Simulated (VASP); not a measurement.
A run of VASP 6.6.1 is set up as follows.

File POSCAR:

```
H2Os
1.0
    2.4917700000      0.0000000000      0.0000000000
    0.0000000000      2.4917700000      0.0000000000
    0.0000000000      0.0000000000      4.6022600000
H Os
2 1
Direct
    0.5000000000      0.5000000000      0.3950400000
    0.5000000000      0.5000000000      0.6049600000
    0.5000000000      0.5000000000      0.0000000000
```

The input INCAR.step1:

```
PREC     = Accurate       # precision mode
ENCUT    = 520            # plane-wave cutoff, eV
EDIFF    = 1E-5           # SCF threshold, eV
ISMEAR   = -1             # smearing method
SIGMA    = 0.05           # smearing width, eV
LREAL    = False          # projectors in reciprocal space
LASPH    = True           # aspherical terms in the spheres
NELM     = 100            # most SCF steps
ALGO     = Normal         # electronic algorithm
ISIF     = 2              # what is computed and relaxed
LWAVE    = True           # write WAVECAR
LCHARG   = False          # write CHGCAR
GGA      = PE             # functional
```

Contents of INCAR.step2:

```
PREC     = Accurate       # precision mode
ENCUT    = 520            # plane-wave cutoff, eV
EDIFF    = 1E-7           # SCF threshold, eV
ISMEAR   = -1             # smearing method
SIGMA    = 0.05           # smearing width, eV
LREAL    = False          # projectors in reciprocal space
LASPH    = True           # aspherical terms in the spheres
NELM     = 100            # most SCF steps
ALGO     = Normal         # electronic algorithm
ISIF     = 2              # what is computed and relaxed
LWAVE    = False          # write WAVECAR
LCHARG   = False          # write CHGCAR
GGA      = PE             # functional
LHFCALC  = True           # exact exchange
HFSCREEN = 0.2            # screening, 1/A
AEXX     = 0.05           # exact-exchange fraction
PRECFOCK = Fast         
ISTART   = 1
```

KPOINTS

```
Automatic mesh
0
Gamma
  6 6 3
```

Potentials or basis: VASP PAW PBE potentials, release 64 (H, Os).

Launch:

```console
$ cat potpaw_PBE.64/H/POTCAR potpaw_PBE.64/Os/POTCAR > POTCAR
$ cp INCAR.step1 INCAR
$ mpirun -np 1 vasp_std > vasp.out
$ cp INCAR.step2 INCAR
$ mpirun -np 1 vasp_std > vasp.out
```

(1) Predict the band gap on the k mesh.

(2) Estimate the pressure.

(3) Estimate the largest force.

Answers

(1) none (metal or under the smearing width).

(2) -1.9 GPa.

(3) 0.004 eV/Å.

Caveat: the k mesh is coarse (spacing up to 0.46 Å⁻¹), so the values aren't converged, least of all with exact exchange; the PAW data sets were made with another functional, which shifts forces and pressure a little.
